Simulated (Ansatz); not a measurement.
Crystal: Pd.

```
Pd
1.0
     0.00000    1.94650    1.94650
     1.94650    0.00000    1.94650
     1.94650    1.94650    0.00000
Pd
1
Cartesian
  0.0000 0.0000 0.0000
```

Base run:

* Program: Ansatz 0.2.0
* Functional: PBE
* Potentials or basis: all-electron LAPW, scalar-relativistic
* Cutoff: 266 eV (chosen from the basis error)
* Basis error allowed: 0.001 eV/atom
* k mesh: 12 × 12 × 12
* Occupations: fermi-dirac, width 0.05 eV
* Spin: no spin polarisation

Its results: pressure 6.8 GPa.

Q: The run is repeated on the same cell with these changes: functional from PBE to revPBE. What comes out?

A: Pressure 10.3 GPa.

revPBE binds less tightly than PBE, so the same cell stands under more pressure.
